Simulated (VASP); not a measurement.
# HPb in VASP: notebook

Runs on HPb. Level: PBE. Tasks: single point, molecular dynamics.

All numbers are computed with VASP 6.6.1; they aren't measurements. Logs are shortened: lines on timing, memory, paths and dates and some standing lists are left out, and cuts for length are marked.

### 1 Starting point

The cell holds a slab with vacuum, 10 atoms: a = 3.395 Å, b = 3.423 Å, c = 28.760 Å, α = 90.00°, β = 90.00°, γ = 86.19°.

The cell was built by a generator and needn't be a form met in nature.

### 2 Single point, PBE

INCAR reads:

```
  ALGO = Fast
  EDIFF = 1E-6
  ENCUT = 520
  GGA = PE
  ISIF = 2
  ISMEAR = -1
  LASPH = True
  LCHARG = False
  LREAL = False
  LWAVE = False
  NBANDS = 48
  NELM = 80
  PREC = Accurate
  SIGMA = 0.05
```

KPOINTS reads:

```
k-points
0
Gamma
  4 4 1
```

POSCAR reads:

```
HPb
1.0
   -3.3950910000      0.0000000000      0.0000000000
   -0.2272600000      3.4152100000      0.0000000000
    0.0000000000      0.0000000000    -28.7604160000
H Pb
5 5
Direct
    0.9969067465      0.9660603594      0.9633186112
    0.9660143722      0.0885122730      0.8543815917
    0.0221033572      0.0317965806      0.7461910843
    0.0564969562      0.1161035485      0.6242257762
    0.9394378480      0.1032870599      0.5066028948
    0.5357262097      0.5198880889      0.9171104479
    0.5281899859      0.5950890282      0.7954466305
    0.5175199781      0.5488584889      0.6746802272
    0.4863862372      0.5979471248      0.5616687533
    0.4743379781      0.6313799151      0.4431351410
```

Potentials or basis: VASP PAW PBE potentials, release 64 (H, Pb_d).

Run with:

```
$ cat potpaw_PBE.64/H/POTCAR potpaw_PBE.64/Pb_d/POTCAR > POTCAR
$ mpirun -np 1 vasp_std > vasp.out
```

OUTCAR:

```text
EDIFF = 1E-6
   ENCUT = 520
   GGA = PE
   ISIF = 2
   ISMEAR = -1
   LASPH = True
   LREAL = False
   NELM = 80
   PREC = Accurate

 ion  position               nearest neighbor table
   1  0.997  0.966  0.963-
   2  0.966  0.089  0.854-
   3  0.022  0.032  0.746-
   4  0.056  0.116  0.624-
   5  0.939  0.103  0.507-
   6  0.536  0.520  0.917-   7 3.51
   7  0.528  0.595  0.795-   8 3.48   6 3.51
   8  0.518  0.549  0.675-   9 3.26   7 3.48
   9  0.486  0.598  0.562-   8 3.26  10 3.41
  10  0.474  0.631  0.443-   9 3.41

  LATTYP: Found a simple monoclinic cell.
 ALAT       =     3.3950910000
 B/A-ratio  =     8.4711767667
 C/A-ratio  =     1.0081505871
 COS(beta)  =    -0.0663966512

  Lattice vectors:

 A1 = (  -3.3950910000,   0.0000000000,   0.0000000000)
 A2 = (   0.0000000000,   0.0000000000, -28.7604160000)
 A3 = (   0.2272600000,  -3.4152100000,   0.0000000000)

Analysis of symmetry for initial positions (statically):
=====================================================================
 Subroutine PRICEL returns:
 Original cell was already a primitive cell.

 Routine SETGRP: Setting up the symmetry group for a
 simple monoclinic supercell.

 Subroutine GETGRP returns: Found  1 space group operations
 (whereof  1 operations were pure point group operations)
 out of a pool of  4 trial point group operations.

The static configuration has the point symmetry C_1 .

Analysis of symmetry for dynamics (positions and initial velocities):
=====================================================================
 Subroutine PRICEL returns:
 Original cell was already a primitive cell.

 Routine SETGRP: Setting up the symmetry group for a
 simple monoclinic supercell.

 Subroutine GETGRP returns: Found  1 space group operations
 (whereof  1 operations were pure point group operations)
 out of a pool of  4 trial point group operations.

The dynamic configuration has the point symmetry C_1 .

 Subroutine INISYM returns: Found  1 space group operations
 (whereof  1 operations are pure point group operations),
 and found     1 'primitive' translations

----------------------------------------------------------------------------------------

                                     Primitive cell

  volume of cell :     333.4755

  direct lattice vectors                    reciprocal lattice vectors
    -3.395091000  0.000000000  0.000000000    -0.294542915 -0.019599914  0.000000000
    -0.227260000  3.415210000  0.000000000     0.000000000  0.292807763  0.000000000
     0.000000000  0.000000000-28.760416000     0.000000000  0.000000000 -0.034770012

  length of vectors
     3.395091000  3.422762985 28.760416000     0.295194318  0.292807763  0.034770012

  position of ions in fractional coordinates (direct lattice)
     0.996906747  0.966060359  0.963318611
     0.966014372  0.088512273  0.854381592
     0.022103357  0.031796581  0.746191084
     0.056496956  0.116103548  0.624225776
     0.939437848  0.103287060  0.506602895
     0.535726210  0.519888089  0.917110448
     0.528189986  0.595089028  0.795446631
     0.517519978  0.548858489  0.674680227
     0.486386237  0.597947125  0.561668753
     0.474337978  0.631379915  0.443135141

  ion indices of the primitive-cell ions
   primitive index   ion index
                 1           1
                 2           2
                 3           3
                 4           4
                 5           5
                 6           6
                 7           7
                 8           8
                 9           9
                10          10

----------------------------------------------------------------------------------------

 KPOINTS: k-points

Automatic generation of k-mesh.
 Grid dimensions read from file:
 generate k-points for:    4    4    1

 Generating k-lattice:

  Cartesian coordinates                     Fractional coordinates (reciprocal lattice)
    -0.073635729 -0.004899979  0.000000000     0.250000000 -0.000000000  0.000000000
     0.000000000  0.073201941  0.000000000     0.000000000  0.250000000  0.000000000
     0.000000000  0.000000000 -0.034770012     0.000000000  0.000000000  1.000000000

  Length of vectors
     0.073798580  0.073201941  0.034770012

  Shift w.r.t. Gamma in fractional coordinates (k-lattice)
     0.000000000  0.000000000  0.000000000

 Subroutine IBZKPT returns following result:
 ===========================================

 Found     10 irreducible k-points:

 Following reciprocal coordinates:
            Coordinates               Weight
  0.000000  0.000000  0.000000      1.000000
  0.250000  0.000000  0.000000      2.000000
  0.500000  0.000000  0.000000      1.000000
  0.000000  0.250000  0.000000      2.000000
  0.250000  0.250000  0.000000      2.000000
  0.500000  0.250000  0.000000      2.000000
 -0.250000  0.250000  0.000000      2.000000
  0.000000  0.500000  0.000000      1.000000
  0.250000  0.500000  0.000000      2.000000
  0.500000  0.500000  0.000000      1.000000
   k-points           NKPTS =     10   k-points in BZ     NKDIM =     10   number of bands    NBANDS=     48
   number of dos      NEDOS =    301   number of ions     NIONS =     10
   total plane-waves  NPLWV = 169344
   dimension x,y,z NGX =    28 NGY =   28 NGZ =  216
   dimension x,y,z NGXF=    56 NGYF=   56 NGZF=  432
   ions per type =               5   5
   NGX,Y,Z   is equivalent  to a cutoff of  13.71, 13.60, 12.49 a.u.
   NGXF,Y,Z  is equivalent  to a cutoff of  27.42, 27.20, 24.97 a.u.
 SYSTEM =  unknown system
   PREC   = accura    normal or accurate (medium, high low for compatibility)
   ISTART =      0    job   : 0-new  1-cont  2-samecut
   ICHARG =      2    charge: 1-file 2-atom 10-const
   ISPIN  =      1    spin polarized calculation?
   LNONCOLLINEAR =      F non collinear calculations
   LSORBIT =      F    spin-orbit coupling
   LASPH  =      T    aspherical Exc in radial PAW
   ENCUT  =  520.0 eV  38.22 Ry    6.18 a.u.   6.31  6.36 53.48*2*pi/ulx,y,z
   NELM   =     80;   NELMIN=  2; NELMDL= -5     # of ELM steps
   EDIFF  = 0.1E-05   stopping-criterion for ELM
   LREAL  =      F    real-space projection
   EDIFFG = 0.1E-04   stopping-criterion for IOM
   NSW    =      0    number of steps for IOM
   IBRION =     -1    ionic relax: 0-MD 1-quasi-New 2-CG
   NFREE  =      0    steps in history (QN), initial steepest desc. (CG)
   ISIF   =      2    stress and relaxation
   ISYM   =      2    0-nonsym 1-usesym 2-fastsym
   POTIM  = 0.5000    time-step for ionic-motion
   TEBEG  =    0.0;   TEEND  =   0.0 temperature during run
   PSTRESS=    0.0 pullay stress
   NELECT =      75.0000    total number of electrons
   NUPDOWN=      -1.0000    fix difference up-down
   EMIN   =  10.00;   EMAX   =-10.00  energy-range for DOS
   EFERMI =   0.00;   METHOD = LEGACY
   ISMEAR =    -1;   SIGMA  =   0.05  broadening in eV -4-tet -1-fermi 0-gaus
   EFERMI_NEDOS =   21; number of points for ismear=-14 and -15
   IALGO  =     68    algorithm
   IMIX   =      4    mixing-type and parameters
     AMIX     =   0.40;   BMIX     =  1.00
     AMIX_MAG =   1.60;   BMIX_MAG =  1.00
  volume/ion in A,a.u.               =      33.35       225.04
  Fermi-wavevector in a.u.,A,eV,Ry     =   0.995575  1.881364 13.485677  0.991169
  Thomas-Fermi vector in A             =   2.127604
   LORBIT       =      0    0 simple, 1 ext, 2 COOP (PROOUT), +10 PAW based schemes
   GGA     = PE    functional components
   LHFCALC =     F    Hartree Fock is set to
   AEXX    =    0.0000 exact exchange contribution
   IVDW    =     0    specifies the selected vdW correction
   LEPSILON=     F    determine dielectric tensor
   LRPA    =     F    only Hartree local field effects (RPA)
 non-spin polarized calculation
 RMM-DIIS sequential band-by-band and
  energy-cutoff  :      520.00
  volume of cell :      333.48
 maximum number of plane-waves:      9051
 NGX is ok and might be reduce to    28
   NGX = 13   NGY = 13   NGZ =107

 number of electron      74.9999992 magnetization

 Free energy of the ion-electron system (eV)
  ---------------------------------------------------
  ext. energy  EPLUGINS =         0.00000000
  ---------------------------------------------------
  free energy    TOTEN  =       -27.82112137 eV

  energy without entropy =      -27.77229232  energy(sigma->0) =      -27.79670685

 E-fermi :   1.3329     XC(G=0):  -6.1008

 val. band max:        1.3136918121   @ k =   0.2500   0.0000   0.0000
 cond. band min:       1.3428033840   @ k =   0.2500   0.2500   0.0000
 fundamental gap:      0.0291115719
 Fermi energy:         1.3328737630

 k-point     1 :       0.0000    0.0000    0.0000
  band No.  band energies     occupation
      1     -16.3596      2.00000
      2     -16.2241      2.00000
      3     -16.2177      2.00000
      4     -16.1477      2.00000
      5     -16.1088      2.00000
      6     -16.0990      2.00000
[... 40 lines left out ...]
     47       5.8913      0.00000
     48       6.1249      0.00000

 k-point     2 :       0.2500    0.0000    0.0000
  band No.  band energies     occupation
      1     -16.2784      2.00000
      2     -16.1612      2.00000
      3     -16.1196      2.00000
      4     -16.0933      2.00000
      5     -16.0867      2.00000
      6     -16.0341      2.00000
[... 40 lines left out ...]
     47       5.9744      0.00000
     48       6.2803      0.00000

 k-point     3 :       0.5000    0.0000    0.0000
  band No.  band energies     occupation
      1     -16.2533      2.00000
      2     -16.1528      2.00000
      3     -16.1269      2.00000
      4     -16.0762      2.00000
      5     -16.0681      2.00000
      6     -16.0210      2.00000
[... 40 lines left out ...]
     47       7.1033      0.00000
     48       7.3151      0.00000

 k-point     4 :       0.0000    0.2500    0.0000
  band No.  band energies     occupation
      1     -16.2967      2.00000
      2     -16.1719      2.00000
      3     -16.1200      2.00000
      4     -16.0985      2.00000
      5     -16.0869      2.00000
      6     -16.0445      2.00000
[... 40 lines left out ...]
     47       6.1093      0.00000
     48       6.2955      0.00000

 k-point     5 :       0.2500    0.2500    0.0000
  band No.  band energies     occupation
      1     -16.1390      2.00000
      2     -16.1292      2.00000
      3     -16.1014      2.00000
      4     -16.0845      2.00000
      5     -16.0621      2.00000
      6     -16.0194      2.00000
[... 40 lines left out ...]
     47       4.6070      0.00000
     48       4.7851      0.00000

 k-point     6 :       0.5000    0.2500    0.0000
  band No.  band energies     occupation
      1     -16.1581      2.00000
      2     -16.1388      2.00000
      3     -16.1126      2.00000
      4     -16.0701      2.00000
      5     -16.0178      2.00000
      6     -16.0100      2.00000
[... 40 lines left out ...]
     47       3.6651      0.00000
     48       4.1376      0.00000

 k-point     7 :      -0.2500    0.2500    0.0000
  band No.  band energies     occupation
      1     -16.1422      2.00000
      2     -16.1330      2.00000
      3     -16.0955      2.00000
      4     -16.0754      2.00000
      5     -16.0694      2.00000
      6     -16.0172      2.00000
[... 40 lines left out ...]
     47       4.8069      0.00000
     48       5.3049      0.00000

 k-point     8 :       0.0000    0.5000    0.0000
  band No.  band energies     occupation
      1     -16.2740      2.00000
      2     -16.1482      2.00000
      3     -16.1389      2.00000
      4     -16.0817      2.00000
      5     -16.0719      2.00000
      6     -16.0169      2.00000
[... 40 lines left out ...]
     47       7.1834      0.00000
     48       7.4099      0.00000

 k-point     9 :       0.2500    0.5000    0.0000
  band No.  band energies     occupation
      1     -16.1534      2.00000
      2     -16.1393      2.00000
      3     -16.1128      2.00000
      4     -16.0712      2.00000
      5     -16.0215      2.00000
      6     -16.0079      2.00000
[... 40 lines left out ...]
     47       3.7230      0.00000
     48       4.1769      0.00000

 k-point    10 :       0.5000    0.5000    0.0000
  band No.  band energies     occupation
      1     -16.2114      2.00000
      2     -16.1438      2.00000
      3     -16.1100      2.00000
      4     -16.0752      2.00000
      5     -16.0489      2.00000
      6     -16.0058      2.00000
[... 40 lines left out ...]
     47       2.7875      0.00000
     48       4.2065      0.00000

------------------------ aborting loop because EDIFF is reached ----------------------------------------

  FORCE on cell =-STRESS in cart. coord.  units (eV):
  Direction    XX          YY          ZZ          XY          YZ          ZX
  --------------------------------------------------------------------------------------
  -------------------------------------------------------------------------------------
  Total       -5.0000711     -5.1873474     -5.0050728     -0.7614650      0.4108560      0.1333217
  in kB      -24.0227524    -24.9225181    -24.0467828     -3.6584449      1.9739504      0.6405418
  external PRESSURE =     -24.3306844 kB  Pullay stress =       0.0000000 kB

 VOLUME and BASIS-vectors are now :
 -----------------------------------------------------------------------------
  energy-cutoff  :      520.00
  volume of cell :      333.48
      direct lattice vectors                 reciprocal lattice vectors
    -3.395091000  0.000000000  0.000000000    -0.294542915 -0.019599914  0.000000000
    -0.227260000  3.415210000  0.000000000     0.000000000  0.292807763  0.000000000
     0.000000000  0.000000000-28.760416000     0.000000000  0.000000000 -0.034770012

 POSITION                                       TOTAL-FORCE (eV/Angst)
 -----------------------------------------------------------------------------------
     -3.60414      3.29930    -27.70544         0.120887      0.031173      0.756585
     -3.29982      0.30229    -24.57237         0.043244      0.037791     -0.088822
     -0.08227      0.10859    -21.46077         0.005859     -0.035613     -0.272150
     -0.21820      0.39652    -17.95299        -0.094020      0.071932     -0.104509
     -3.21295      0.35275    -14.57011         0.228580     -0.007824     -0.057581
     -1.93699      1.77553    -26.37648        -0.129772     -0.085192     -0.455291
     -1.92849      2.03235    -22.87738        -0.011926      0.036491      0.152519
     -1.88176      1.87447    -19.40408        -0.047126     -0.088143      0.037706
     -1.78722      2.04212    -16.15383        -0.067465      0.001648      0.597848
     -1.75391      2.15629    -12.74475        -0.048261      0.037737     -0.566305
 -----------------------------------------------------------------------------------
    total drift:                                0.000268      0.000078     -0.000580

  FREE ENERGIE OF THE ION-ELECTRON SYSTEM (eV)
  ---------------------------------------------------
  free  energy   TOTEN  =       -27.8211213715 eV

  energy  without entropy=      -27.7722923224  energy(sigma->0) =      -27.79670685
```

Run time: 11 min. Hardware: 1 thread of Intel Xeon Platinum 8375C at 2.90GHz (Ice Lake), shared host; peak memory 0.46 GiB.

Results:

- Free energy: -27.8211 eV
- Largest force: 0.767 eV/Å
- Band gap on the k mesh: none (metal or under the smearing width)

Forces in eV/Å, atoms in the order of the input:
```
H    0.121  0.031  0.757
H    0.043  0.038 -0.089
H    0.006 -0.036 -0.272
H   -0.094  0.072 -0.105
H    0.229 -0.008 -0.058
Pb  -0.130 -0.085 -0.455
Pb  -0.012  0.036  0.153
Pb  -0.047 -0.088  0.038
Pb  -0.067  0.002  0.598
Pb  -0.048  0.038 -0.566
```

Levels at points of the mesh, in eV from the Fermi level:
| k point | band 34 | band 35 | band 36 | band 37 | band 38 | band 39 | band 40 | band 41 |
| --- | --- | --- | --- | --- | --- | --- | --- | --- |
| (0.00, 0.00, 0.00) | -1.43 | -0.30 | 0.85 | 2.55 | 3.04 | 3.29 | 3.64 | 3.70 |
| (0.50, 0.00, 0.00) | -3.83 | -2.47 | -1.87 | -1.56 | -0.52 | 0.01 | 0.93 | 1.19 |
| (0.00, 0.50, 0.00) | -3.84 | -2.45 | -1.83 | -1.62 | -0.60 | -0.07 | 0.73 | 1.29 |
| (0.50, 0.50, 0.00) | -2.05 | -2.04 | -1.62 | -1.50 | -1.33 | -1.15 | -1.00 | -0.85 |

Caveat: the k mesh is coarse (spacing up to 0.46 Å⁻¹), so the values aren't converged. The run has no spin-orbit coupling, so splittings on Pb are missing.

### 3 Single point, PBE

INCAR reads:

```
SYSTEM = HPb
PREC     = Accurate       ! precision mode
ENCUT    = 520            ! plane-wave cutoff, eV
EDIFF    = 1E-6           ! SCF threshold, eV
ISMEAR   = -1             ! smearing method
SIGMA    = 0.05           ! smearing width, eV
LREAL    = .False.        ! projectors in reciprocal space
LASPH    = .True.         ! aspherical terms in the spheres
NELM     = 100            ! most SCF steps
ALGO     = Fast           ! electronic algorithm
ISIF     = 2              ! what is computed and relaxed
LWAVE    = .False.        ! write WAVECAR
LCHARG   = .True.         ! write CHGCAR
GGA      = PE             ! functional
LELF     = .True.         ! ELF
LVHAR    = .True.       
NBANDS   = 48             ! bands
```

KPOINTS reads:

```
Automatic mesh
0
Gamma
  4 4 1
  0 0 0
```

POSCAR reads:

```
HPb
1.0
   -3.3950910000      0.0000000000      0.0000000000
   -0.2272600000      3.4152100000      0.0000000000
    0.0000000000      0.0000000000    -28.7604160000
H Pb
5 5
Direct
    0.9933819733      0.9137807046      0.9522745429
    0.9283888655      0.1421909634      0.8560664769
    0.0942178447      0.0225593741      0.7529605970
    0.1085832037      0.1199469432      0.6276327505
    0.8901819671      0.1238942847      0.5093550803
    0.5387757960      0.5188336881      0.9173017873
    0.5278593671      0.5964816219      0.7954544886
    0.5162964631      0.5489902524      0.6746605473
    0.4862496078      0.5996846460      0.5616602347
    0.4716736529      0.6305246237      0.4428288172
```

Potentials or basis: VASP PAW PBE potentials, release 64 (H, Pb_d).

Run with:

```
$ cat potpaw_PBE.64/H/POTCAR potpaw_PBE.64/Pb_d/POTCAR > POTCAR
$ mpirun -np 1 vasp_std > vasp.out
```

It took 10 min on 1 thread of Intel Xeon Platinum 8375C at 2.90GHz (Ice Lake), shared host; peak memory 0.47 GiB.

Results (log left out):

- Free energy: -28.1768 eV
- Largest force: 0.719 eV/Å
- Band gap on the k mesh: none (metal or under the smearing width)

Forces in eV/Å, atoms in the order of the input:
```
H    0.138  0.047  0.359
H    0.125  0.187 -0.068
H   -0.015 -0.019 -0.253
H   -0.122  0.085 -0.327
H    0.394  0.200 -0.054
Pb  -0.178 -0.199 -0.027
Pb   0.007 -0.029  0.065
Pb  -0.090 -0.128  0.303
Pb  -0.184 -0.101  0.688
Pb  -0.077 -0.043 -0.687
```

Levels at points of the mesh, in eV from the Fermi level:
| k point | band 33 | band 34 | band 35 | band 36 | band 37 | band 38 | band 39 | band 40 | band 41 | band 42 |
| --- | --- | --- | --- | --- | --- | --- | --- | --- | --- | --- |
| (0.00, 0.00, 0.00) | -2.51 | -1.37 | 0.02 | 0.69 | 2.36 | 2.73 | 2.91 | 3.37 | 3.52 | 3.77 |
| (0.50, 0.00, 0.00) | -4.67 | -3.93 | -2.40 | -1.95 | -1.66 | -0.62 | 0.21 | 0.99 | 1.72 | 2.23 |
| (0.00, 0.50, 0.00) | -4.60 | -4.01 | -2.38 | -1.79 | -1.67 | -0.70 | 0.06 | 0.75 | 1.60 | 2.31 |
| (0.50, 0.50, 0.00) | -2.58 | -2.36 | -2.33 | -1.71 | -1.68 | -1.14 | -0.90 | -0.84 | -0.69 | -0.53 |

Caveat: the k mesh is coarse (spacing up to 0.46 Å⁻¹), so the values aren't converged. Spin-orbit coupling is left out, which matters for the levels of Pb.

[end of part 1 of 2]
